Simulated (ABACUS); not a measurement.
Mo: single point with revTPSS

Mo:

```xyz
1
Lattice="-1.5838 1.5838 1.5838 1.5838 -1.5838 1.5838 1.5838 1.5838 -1.5838" Properties=species:S:1:pos:R:3 pbc="T T T"
Mo    0.0000    0.0000    0.0000
```

| Property | Result |
| --- | --- |
| Program | ABACUS 3.10.1 |
| Task | single point |
| Functional | revTPSS |
| Potentials or basis | SG15 ONCV 1.2 PBE |
| Cutoff | 1279 eV |
| Density cutoff | 5116 eV |
| Basis | plane waves |
| k mesh | 8 × 8 × 8 |
| Occupations | fermi-dirac, width 0.05 eV |
| Spin | no spin polarisation |

* Pressure: -6.8 GPa
* Band gap on the k mesh: none (metal or under the smearing width)

Levels at points of the mesh, in eV from the Fermi level:
```
           k point  band 3  band 4  band 5  band 6  band 7  band 8  band 9  band 10  band 11  band 12
(0.00, 0.00, 0.00)  -34.80  -34.80   -7.11   -1.21   -1.21   -1.21    1.83     1.83    15.08    15.08
(0.50, 0.50, 0.00)  -35.22  -34.81   -5.16   -3.24    1.59    1.84    2.50     4.80    11.55    12.09
(0.50, 0.50, 0.50)  -35.72  -35.72   -5.24   -5.24    4.05    4.05    4.05     9.09     9.09     9.09
```

Wall time 7.3 s on 4 MPI ranks on Intel(R) Xeon(R) Platinum 8488C (Sapphire Rapids) (shared host), peak memory 0.2 GiB a rank.

Caveat: the potentials were made for another functional, which shifts forces and pressure.
